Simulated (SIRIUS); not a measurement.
# CdSe (Cadmoselite) (P6_3mc) in SIRIUS: equation of state

Aim: energy against volume of CdSe (Cadmoselite) in PBEsol, for its equilibrium volume and stiffness.

All numbers are computed with SIRIUS 7.12.0; they aren't measurements. Logs are shortened: lines on timing, memory, paths and dates and some standing lists are left out, and cuts for length are marked. The log counts tension as positive stress, the text compression.

### Step 1. The crystal as given

The structure is hexagonal, space group P6_3mc (No. 186). The conventional cell has a = 4.300 Å, b = 4.300 Å, c = 7.020 Å, α = 90.00°, β = 90.00°, γ = 120.00°. Cd (site symmetry 3m) is surrounded by 4 Se at 2.61 to 2.70 Å. Around Se (site symmetry 3m) lie 4 Cd at 2.61 to 2.70 Å.

### Step 2. Equation of state, PBEsol, 26.42 Å³/atom (volume scaled by 0.94)

Input file sirius.json:

```json
{
  "control": {
    "processing_unit": "cpu",
    "std_evp_solver_name": "lapack",
    "gen_evp_solver_name": "lapack",
    "verbosity": 2,
    "print_forces": false,
    "ortho_rf": true,
    "use_second_variation": true,
    "rmt_max": 3.0,
    "num_bands_to_print": 24,
    "save_wf": true
  },
  "parameters": {
    "electronic_structure_method": "full_potential_lapwlo",
    "xc_functionals": ["XC_GGA_X_PBE_SOL", "XC_GGA_C_PBE_SOL"],
    "core_relativity": "dirac",
    "valence_relativity": "iora",
    "num_fv_states": 51,
    "smearing": "fermi_dirac",
    "smearing_width": 0.0018374661,
    "pw_cutoff": 20,
    "gk_cutoff": 3.65,
    "lmax_apw": 10,
    "lmax_rho": 8,
    "lmax_pot": 8,
    "num_mag_dims": 0,
    "auto_rmt": 0,
    "ngridk": [7, 7, 4],
    "shiftk": [0, 0, 0],
    "num_dft_iter": 80,
    "energy_tol": 1e-07,
    "density_tol": 1e-05,
    "use_symmetry": true
  },
  "settings": {"tol_ne": 1e-10},
  "iterative_solver": {"type": "exact"},
  "mixer": {"type": "anderson", "beta": 0.5, "max_history": 8},
  "unit_cell": {
    "lattice_vectors": [[7.9599426822, 0.0, 0.0], [-3.979971341, 6.8935125754, 0.0], [0.0, 0.0, 12.995069216]],
    "atom_types": ["Cd", "Se"],
    "atom_files": {"Cd": "Cd.json", "Se": "Se.json"},
    "atoms": {
      "Cd": [[0.6666666667, 0.3333333333, 0.5], [0.3333333333, 0.6666666667, 0.0]],
      "Se": [[0.6666666667, 0.3333333333, 0.885], [0.3333333333, 0.6666666667, 0.385]]
    }
  }
}
```

Input file Cd.json:

```json
{
  "name": "cadmium",
  "symbol": "Cd",
  "number": 48,
  "mass": 112.411,
  "rmin": 1e-06,
  "rmt": 2.45,
  "nrmt": 800,
  "rinf": 14.45,
  "core": "1s2s2p3s3p3d",
  "valence": [
    {"basis": [{"enu": -0.07, "dme": 0, "n": 0, "auto": 0}, {"enu": -0.07, "dme": 1, "n": 0, "auto": 0}]},
    {"l": 0, "n": 1, "basis": [{"enu": 0.03, "dme": 0, "n": 0, "auto": 0}]},
    {"l": 1, "n": 2, "basis": [{"enu": 0.03, "dme": 0, "n": 0, "auto": 0}]},
    {"l": 2, "n": 3, "basis": [{"enu": -0.0302, "dme": 0, "n": 0, "auto": 0}]},
    {"l": 3, "n": 4, "basis": [{"enu": 0.03, "dme": 0, "n": 0, "auto": 0}]}
  ],
  "lo": [
    {"l": 0, "basis": [{"enu": 0.03, "dme": 0, "n": 0, "auto": 0}, {"enu": 0.03, "dme": 1, "n": 0, "auto": 0}]},
    {
      "l": 0,
      "basis": [{"enu": -3.6289, "dme": 0, "n": 4, "auto": 1}, {"enu": -3.6289, "dme": 1, "n": 4, "auto": 1}]
    },
    {
      "l": 0,
      "basis": [{"enu": -3.6289, "dme": 1, "n": 4, "auto": 1}, {"enu": 0.03, "dme": 0, "n": 0, "auto": 0}]
    },
    {"l": 0, "basis": [{"enu": 0.03, "dme": 0, "n": 0, "auto": 0}, {"enu": 2.6956, "dme": 0, "n": 0, "auto": 0}]},
    {"l": 1, "basis": [{"enu": 0.03, "dme": 0, "n": 0, "auto": 0}, {"enu": 0.03, "dme": 1, "n": 0, "auto": 0}]},
    {
      "l": 1,
      "basis": [{"enu": -2.2096, "dme": 0, "n": 4, "auto": 1}, {"enu": -2.2096, "dme": 1, "n": 4, "auto": 1}]
    },
    {
      "l": 1,
      "basis": [{"enu": -2.2096, "dme": 1, "n": 4, "auto": 1}, {"enu": 0.03, "dme": 0, "n": 0, "auto": 0}]
    },
    {"l": 1, "basis": [{"enu": 0.03, "dme": 0, "n": 0, "auto": 0}, {"enu": 3.0954, "dme": 0, "n": 0, "auto": 0}]},
    {
      "l": 2,
      "basis": [{"enu": -0.0302, "dme": 0, "n": 0, "auto": 0}, {"enu": -0.0302, "dme": 1, "n": 0, "auto": 0}]
    },
    {
      "l": 2,
      "basis": [{"enu": -0.0302, "dme": 1, "n": 0, "auto": 0}, {"enu": -0.0302, "dme": 2, "n": 0, "auto": 0}]
    },
    {
      "l": 2,
      "basis": [{"enu": -0.0302, "dme": 0, "n": 0, "auto": 0}, {"enu": 2.5687, "dme": 0, "n": 0, "auto": 0}]
    },
    {"l": 3, "basis": [{"enu": 0.03, "dme": 0, "n": 0, "auto": 0}, {"enu": 0.03, "dme": 1, "n": 0, "auto": 0}]},
    {"l": 3, "basis": [{"enu": 0.03, "dme": 0, "n": 0, "auto": 0}, {"enu": 2.9288, "dme": 0, "n": 0, "auto": 0}]}
  ],
  "free_atom": [... radial grid and density of the free atom, the start of the SCF ...]
}
```

Input file Se.json:

```json
{
  "name": "selenium",
  "symbol": "Se",
  "number": 34,
  "mass": 78.96,
  "rmin": 1e-06,
  "rmt": 2.3,
  "nrmt": 800,
  "rinf": 13.6,
  "core": "1s2s2p3s",
  "valence": [
    {"basis": [{"enu": -0.07, "dme": 0, "n": 0, "auto": 0}, {"enu": -0.07, "dme": 1, "n": 0, "auto": 0}]},
    {"l": 0, "n": 1, "basis": [{"enu": -0.1183, "dme": 0, "n": 0, "auto": 0}]},
    {"l": 1, "n": 2, "basis": [{"enu": 0.03, "dme": 0, "n": 0, "auto": 0}]},
    {"l": 2, "n": 3, "basis": [{"enu": 0.03, "dme": 0, "n": 0, "auto": 0}]},
    {"l": 3, "n": 4, "basis": [{"enu": 0.03, "dme": 0, "n": 0, "auto": 0}]}
  ],
  "lo": [
    {
      "l": 0,
      "basis": [{"enu": -0.1183, "dme": 0, "n": 0, "auto": 0}, {"enu": -0.1183, "dme": 1, "n": 0, "auto": 0}]
    },
    {
      "l": 0,
      "basis": [{"enu": -0.1183, "dme": 1, "n": 0, "auto": 0}, {"enu": -0.1183, "dme": 2, "n": 0, "auto": 0}]
    },
    {
      "l": 0,
      "basis": [{"enu": -0.1183, "dme": 0, "n": 0, "auto": 0}, {"enu": 2.1501, "dme": 0, "n": 0, "auto": 0}]
    },
    {"l": 1, "basis": [{"enu": 0.03, "dme": 0, "n": 0, "auto": 0}, {"enu": 0.03, "dme": 1, "n": 0, "auto": 0}]},
    {
      "l": 1,
      "basis": [{"enu": -5.3306, "dme": 0, "n": 3, "auto": 1}, {"enu": -5.3306, "dme": 1, "n": 3, "auto": 1}]
    },
    {
      "l": 1,
      "basis": [{"enu": -5.3306, "dme": 1, "n": 3, "auto": 1}, {"enu": 0.03, "dme": 0, "n": 0, "auto": 0}]
    },
    {"l": 1, "basis": [{"enu": 0.03, "dme": 0, "n": 0, "auto": 0}, {"enu": 3.5083, "dme": 0, "n": 0, "auto": 0}]},
    {"l": 2, "basis": [{"enu": 0.03, "dme": 0, "n": 0, "auto": 0}, {"enu": 0.03, "dme": 1, "n": 0, "auto": 0}]},
    {
      "l": 2,
      "basis": [{"enu": -1.6895, "dme": 0, "n": 3, "auto": 1}, {"enu": -1.6895, "dme": 1, "n": 3, "auto": 1}]
    },
    {
      "l": 2,
      "basis": [{"enu": -1.6895, "dme": 1, "n": 3, "auto": 1}, {"enu": 0.03, "dme": 0, "n": 0, "auto": 0}]
    },
    {"l": 2, "basis": [{"enu": 0.03, "dme": 0, "n": 0, "auto": 0}, {"enu": 3.9619, "dme": 0, "n": 0, "auto": 0}]},
    {"l": 3, "basis": [{"enu": 0.03, "dme": 0, "n": 0, "auto": 0}, {"enu": 0.03, "dme": 1, "n": 0, "auto": 0}]},
    {"l": 3, "basis": [{"enu": 0.03, "dme": 0, "n": 0, "auto": 0}, {"enu": 3.3192, "dme": 0, "n": 0, "auto": 0}]}
  ],
  "free_atom": [... radial grid and density of the free atom, the start of the SCF ...]
}
```

Input file sirius_start.json:

```json
{
  "control": {
    "processing_unit": "cpu",
    "std_evp_solver_name": "lapack",
    "gen_evp_solver_name": "lapack",
    "verbosity": 1,
    "print_forces": false,
    "ortho_rf": true,
    "use_second_variation": true,
    "rmt_max": 3.0,
    "num_bands_to_print": 24,
    "save_wf": false
  },
  "parameters": {
    "electronic_structure_method": "full_potential_lapwlo",
    "xc_functionals": ["XC_LDA_X", "XC_LDA_C_PW"],
    "core_relativity": "dirac",
    "valence_relativity": "iora",
    "num_fv_states": 51,
    "smearing": "fermi_dirac",
    "smearing_width": 0.0055123983,
    "pw_cutoff": 20,
    "gk_cutoff": 2.92,
    "lmax_apw": 10,
    "lmax_rho": 8,
    "lmax_pot": 8,
    "num_mag_dims": 0,
    "auto_rmt": 0,
    "ngridk": [3, 3, 2],
    "shiftk": [0, 0, 0],
    "num_dft_iter": 30,
    "energy_tol": 0.01,
    "density_tol": 0.05,
    "use_symmetry": true
  },
  "settings": {"tol_ne": 1e-10},
  "iterative_solver": {"type": "exact"},
  "mixer": {"type": "anderson", "beta": 0.5, "max_history": 8},
  "unit_cell": {
    "lattice_vectors": [[7.9599426822, 0.0, 0.0], [-3.979971341, 6.8935125754, 0.0], [0.0, 0.0, 12.995069216]],
    "atom_types": ["Cd", "Se"],
    "atom_files": {"Cd": "Cd.json", "Se": "Se.json"},
    "atoms": {
      "Cd": [[0.6666666667, 0.3333333333, 0.5], [0.3333333333, 0.6666666667, 0.0]],
      "Se": [[0.6666666667, 0.3333333333, 0.885], [0.3333333333, 0.6666666667, 0.385]]
    }
  }
}
```

Potentials or basis: all-electron FP-LAPW, apw+lo standard.

Launch:

```bash
OMP_NUM_THREADS=1 sirius.scf --input=sirius_start.json --output=start.json
OMP_NUM_THREADS=1 sirius.scf --input=sirius.json --output=output.json --task=1
```

Log:

```text
[info] SIRIUS version : 7.12.0
[info] number of MPI ranks           : 1
[info] MPI grid                      : 1 1
[info] maximum number of OMP threads : 1
[fft] FFT context for density and potential
[fft] =====================================
[fft]   plane wave cutoff                     : 20
[fft]   grid size                             : 54 54 90   total : 262440
[fft]   grid limits                           : -26 27   -26 27   -44 45
[fft]   number of G-vectors within the cutoff : 96473
[fft]   number of G-shells                    : 4681
[fft] FFT context for coarse grid
[fft] =====================================
[fft]   plane wave cutoff                     : 7.3
[fft]   grid size                             : 24 24 36   total : 20736
[fft]   grid limits                           : -11 12   -11 12   -17 18
[fft]   number of G-vectors within the cutoff : 4699
[fft]   number of G-shells                    : 290
[unit cell] lattice vectors
[unit cell]   a1 :       7.9599426822      0.0000000000      0.0000000000
[unit cell]   a2 :      -3.9799713410      6.8935125754      0.0000000000
[unit cell]   a3 :       0.0000000000      0.0000000000     12.9950692160
[unit cell] reciprocal lattice vectors
[unit cell]   b1 :       0.7893505717      0.4557317651     -0.0000000000
[unit cell]   b2 :       0.0000000000      0.9114635302      0.0000000000
[unit cell]   b3 :       0.0000000000     -0.0000000000      0.4835053360
[unit cell] unit cell volume :       713.06498292 [a.u.^3]
[unit cell] 1/sqrt(omega)    :         0.03744859
[unit cell] MT volume        :       225.13176554 (31.57%)
[unit cell] IT volume        :       487.93321738 (68.43%)
[unit cell] number of atom types : 2
[unit cell] type id : 0 symbol : Cd mt_radius :   2.450000 num_atoms : 2
[unit cell] type id : 1 symbol : Se mt_radius :   2.300000 num_atoms : 2
[unit cell] total number of atoms : 4
[unit cell] number of symmetry classes : 2
[unit cell] atom id  type id  class id             position                      vector_field
[unit cell] ------------------------------------------------------------------------------------------
[unit cell]      0        0        0      0.66667   0.33333   0.50000      0.00000   0.00000   0.00000
[unit cell]      1        0        0      0.33333   0.66667   0.00000      0.00000   0.00000   0.00000
[unit cell]      2        1        1      0.66667   0.33333   0.88500      0.00000   0.00000   0.00000
[... 373 lines left out ...]
[diagonalize] ik:   22   -5.266313   -5.266313   -5.266313   -5.266313   -5.266243   -5.266243   -3.618188   -3.618188   -2.188466   -2.188466   -2.188458   -2.188458   -2.188455   -2.188455   -1.607266   -1.607266   -1.607255   -1.607255   -1.607122   -1.607122   -1.607026   -1.607026   -1.607023   -1.607023
[diagonalize] ik:   23   -5.266313   -5.266313   -5.266313   -5.266313   -5.266243   -5.266243   -3.618188   -3.618188   -2.188465   -2.188465   -2.188457   -2.188457   -2.188455   -2.188455   -1.607261   -1.607261   -1.607255   -1.607255   -1.607120   -1.607120   -1.607022   -1.607022   -1.607020   -1.607020
[generate_core_charge_density] atom class : 0
[generate_core_charge_density]   n,l,k : 1 0 1  energy :        -973.44437232
[generate_core_charge_density]   n,l,k : 2 0 1  energy :        -144.26580834
[generate_core_charge_density]   n,l,k : 2 1 1  energy :        -134.30693504
[generate_core_charge_density]   n,l,k : 2 1 2  energy :        -127.23925063
[generate_core_charge_density]   n,l,k : 3 0 1  energy :         -26.66266595
[generate_core_charge_density]   n,l,k : 3 1 1  energy :         -22.67139391
[generate_core_charge_density]   n,l,k : 3 1 2  energy :         -21.40907874
[generate_core_charge_density]   n,l,k : 3 2 2  energy :         -14.33966514
[generate_core_charge_density]   n,l,k : 3 2 3  energy :         -14.08302854
[generate_core_charge_density] atom class : 1
[generate_core_charge_density]   n,l,k : 1 0 1  energy :        -458.72716344
[... 29 lines left out ...]
[find] valence_eval_sum               :    -139.94565281
[find] core_eval_sum                  :   -9396.18693679
[find] kinetic energy                 :   16697.86068662
[find] enuc                           :  -19461.25177633
[find] <rho|V^{XC}>                   :    -626.68627277
[find] <rho|E^{XC}>                   :    -477.04411343
[find] <mag|B^{XC}>                   :       0.00000000
[find] <rho|V^{H}>                    :  -25607.30700344
[find] smearing (-TS)                 :      -0.00000052
[find] SCF correction                 :       0.00001259
[find] Total energy                   :  -16044.08869226 (Ha),  -32088.17738452 (Ry)
[find] Free energy (E-TS)             :  -16044.08869278 (Ha),  -32088.17738555 (Ry)
[find] band gap (eV)                  :       0.69717410
[find] Efermi                         :       0.13609781
[find] iteration : 7, RMS (target) : 3.5384e-06 (1.0000e-05) , energy difference (target) : 5.1274e-08 (1.0000e-07)
[find] converged after 8 SCF iterations!
Warning in function "check_num_electrons" at src/density/density.cpp:1179
wrong number of electrons
  obtained value : 164
  target value : 164
  difference : 3.46582e-05
  total core leakage : 1.17837e-05
    atom class : 0, core leakage : 2.07733e-09
    atom class : 1, core leakage : 5.88975e-06
[find] Charges and magnetic moments
[find] --------------------------------------------------------------------------------
[find] atom      charge    core leakage
[find] --------------------------------------------------------------------------------
[find]    0   46.388894    2.077330e-09
[find]    1   46.388894    2.077330e-09
[find]    2   32.276922    5.889749e-06
[find]    3   32.276922    5.889749e-06
[find] total core leakage    : 1.17836534e-05
[find] interstitial charge   : 6.668332
[find] total charge          : 163.999965
[find] Energy
[find] --------------------------------------------------------------------------------
[find] valence_eval_sum               :    -139.94565281
[find] core_eval_sum                  :   -9396.18693679
[find] kinetic energy                 :   16697.86068662
[find] enuc                           :  -19461.25177633
[find] <rho|V^{XC}>                   :    -626.68627277
[find] <rho|E^{XC}>                   :    -477.04411343
[find] <mag|B^{XC}>                   :       0.00000000
[find] <rho|V^{H}>                    :  -25607.30700344
[find] smearing (-TS)                 :      -0.00000052
[find] SCF correction                 :       0.00001259
[find] Total energy                   :  -16044.08869226 (Ha),  -32088.17738452 (Ry)
[find] Free energy (E-TS)             :  -16044.08869278 (Ha),  -32088.17738555 (Ry)
[find] band gap (eV)                  :       0.69717410
[find] Efermi                         :       0.13609781
```

Wall time 4.1 min (1 thread of Arm Neoverse V1, shared host); peak memory 0.82 GiB.

Results:

- Free energy: -436581.8944 eV
- Band gap on the k mesh: 0.70 eV, direct
- All electrons inside the program's atomic spheres: Cd 46.39; Se 32.28 (radii Cd 2.45, Se 2.3 bohr)

(Part 1 of 3 ends here.)
